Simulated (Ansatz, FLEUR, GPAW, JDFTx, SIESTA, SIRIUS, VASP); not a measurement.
BP: programs and potentials compared

```
P B
1.0
     0.00000    2.26900    2.26900
     2.26900    0.00000    2.26900
     2.26900    2.26900    0.00000
P B
1 1
Direct
  0.75000 0.75000 0.75000
  0.00000 0.00000 0.00000
```

Alike in all runs: task equation of state; functional PBEsol; k mesh 10 × 10 × 10; occupations fermi-dirac, width 0.05 eV; no spin polarisation; no spin-orbit coupling.

| program and potentials | plane-wave cutoff (eV) | notes | equilibrium volume (Å³/atom) | bulk modulus (GPa) |
| --- | --- | --- | --- | --- |
| SIESTA, files PseudoDojo sr-pbesol-0.4.1-standard, DZP (energy shift 0.003 Ry) | - | atomic basis | 11.79 | 164.2 |
| GPAW, PAW data sets generated for this functional | 800 | - | 11.57 | 169.7 |
| JDFTx, PseudoDojo-SR-PBEsol-0.4.1-standard with smoothed tails | 1034 | - | 11.55 | 168.8 |
| SIRIUS, PseudoDojo 0.4.1 PBEsol standard (scalar relativistic) | 1054 | - | 11.55 | 168.8 |
| Ansatz, all-electron LAPW, scalar-relativistic | - | - | 11.54 | 169.4 |
| VASP, PBE PAW files B, P, 520 eV | 520 | potentials made for PBE | 11.56 | 168.9 |
| FLEUR, all-electron, FLAPW | - | - | 11.54 | 169.4 |

The equilibrium volume spans 11.54 (Ansatz, all-electron LAPW, scalar-relativistic) to 11.79 Å³/atom (SIESTA, files PseudoDojo sr-pbesol-0.4.1-standard, DZP (energy shift 0.003 Ry)), with all-electron results at 11.54. The bulk modulus spans 164.2 (SIESTA, files PseudoDojo sr-pbesol-0.4.1-standard, DZP (energy shift 0.003 Ry)) to 169.7 GPa (GPAW, PAW data sets generated for this functional), with all-electron results at 169.4. Rows in atomic bases carry the error of their basis and grid, which can be large.

The functional is the same throughout but for its coding, so the spread measures potentials, basis and numerics; runs on potential files found faulty are left out.
